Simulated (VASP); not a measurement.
Wanted: the native input for a VASP 6.6.1 run.

```yaml
Task: relaxation of cell and atoms
Functional: LDA
Potentials_or_basis: VASP PAW LDA potentials, release 64 (Te, Mo_sv)
Cutoff: 600 eV
k_mesh: 9 × 9 × 2
Occupations: gaussian, width 0.03 eV
Spin: no spin polarisation
Further_INCAR_settings: ALGO = Normal; EDIFF = 1e-06; IBRION = 2; EDIFFG = -0.01; NSW = 90; ISIF = 3
```

The structure of Te2Mo lies in POSCAR:

```
Te2Mo
1.0
    3.5182000000      0.0000000000      0.0000000000
   -1.7591000000      3.0468505756      0.0000000000
    0.0000000000      0.0000000000     13.9736000000
Te Mo
4 2
Direct
    0.3333333333      0.6666666667      0.6210000000
    0.6666666667      0.3333333333      0.1210000000
    0.3333333333      0.6666666667      0.8790000000
    0.6666666667      0.3333333333      0.3790000000
    0.3333333333      0.6666666667      0.2500000000
    0.6666666667      0.3333333333      0.7500000000
```

The input as run:

INCAR

```
PREC     = Accurate       # precision mode
ENCUT    = 600            # plane-wave cutoff, eV
EDIFF    = 1E-6           # SCF threshold, eV
ISMEAR   = 0              # smearing method
SIGMA    = 0.03           # smearing width, eV
LREAL    = False          # projectors in reciprocal space
LASPH    = True           # aspherical terms in the spheres
NELM     = 80             # most SCF steps
ALGO     = Normal         # electronic algorithm
ISIF     = 3              # what is computed and relaxed
LWAVE    = False          # write WAVECAR
LCHARG   = False          # write CHGCAR
GGA      = CA             # functional
IBRION   = 2              # ionic algorithm
NSW      = 90             # ionic steps
EDIFFG   = -0.01          # ionic threshold
KPAR     = 2
```

KPOINTS

```
regular mesh
0
Gamma
  9 9 2
```

Potentials or basis: VASP PAW LDA potentials, release 64 (Te, Mo_sv).

The run is started by

```bash
$ cat potpaw_LDA.64/Te/POTCAR potpaw_LDA.64/Mo_sv/POTCAR > POTCAR
$ mpirun -np 2 vasp_std > vasp.out
```

Results of the run:

```
Relaxed volume                         : 24.01 Å³/atom
Relaxed cell                           : a = 3.476 Å, b = 3.476 Å, c = 13.770 Å, α = 90.00°, β = 90.00°, γ = 120.00°
Space group after relaxing (to 0.05 Å) : P6_3/mmc (No. 194)
Energy gained by relaxing              : 6.8 meV/atom
Ionic steps                            : 14
Pressure after relaxing                : 0.0 GPa
Largest force after relaxing           : 0.006 eV/Å
Band gap on the k mesh                 : 0.70 eV, indirect (least direct gap 1.10 eV)
```

Caveat: spin-orbit coupling is left out, which moves the levels of the heavy elements; an odd mesh through Γ misses points on the zone boundary, where band edges often lie.

Run time: 8 min on 2 MPI ranks on Intel(R) Xeon(R) Platinum 8488C (Sapphire Rapids) (shared host), peak memory 0.3 GiB a rank.
